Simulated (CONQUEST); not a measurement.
As under changes of volume

One of the cells (21.530 Å³/atom); the others are scaled copies at fixed shape and fractional positions:

```xyz
12
Lattice="3.7616 0.0000 0.0000 0.0000 6.5153 0.0000 0.0000 0.0000 10.5422" Properties=species:S:1:pos:R:3 pbc="T T T"
As    0.0000    0.0000    8.1597
As    0.0000    2.1718    4.6456
As    0.0000    4.3435    1.1315
As    1.8808    1.0859    1.1315
As    1.8808    3.2576    8.1597
As    1.8808    5.4294    4.6456
As    0.0000    0.0000    2.3825
As    0.0000    2.1718    9.4107
As    0.0000    4.3435    5.8966
As    1.8808    1.0859    5.8966
As    1.8808    3.2576    2.3825
As    1.8808    5.4294    9.4107
```

| Item | Value |
| --- | --- |
| Program | CONQUEST 1.3 |
| Functional | PBE |
| Potentials or basis | PseudoDojo NC PBE, DZP, grid of 36 × 64 × 100 points |
| k mesh | 5 × 3 × 2 |
| Occupations | fermi-dirac, width 0.05 eV |
| Spin | no spin polarisation |

```tsv
volume (Å³/atom)	energy over the lowest point (meV/atom)	pressure (GPa)	largest force (eV/Å)
20.239	95.97	12.2	1.160
20.669	66.37	9.8	0.989
21.100	?	?	?
21.530	25.59	5.6	0.686
21.961	12.76	4.0	0.550
22.392	4.29	2.4	0.399
22.822	0.00	0.9	0.285
```

What does the run at 21.100 Å³/atom give?

Energy over the lowest point 43.11 meV/atom; pressure 7.5 GPa; largest force 0.830 eV/Å.

Worked out: A Birch-Murnaghan fit of order 3 (a polynomial in V^(-2/3)) to the other rows has its minimum at 23.17 Å³/atom, just outside them, with B0 = V·E''(V) = 63 GPa and B' = 5.4 at fixed shape and positions, which overstates the stiffness. It gives 43.17 meV/atom at 21.100 Å³/atom, against the run's 43.11, and -dE/dV = 7.6 GPa, against 7.5.

Energies are extrapolated to zero smearing.

Caveats: the basis of atomic orbitals isn't converged, which shifts pressures, moduli and gaps; forces of over 1 eV/Å show positions far from the minimum, so gaps and moduli don't describe the material at rest (some runs).
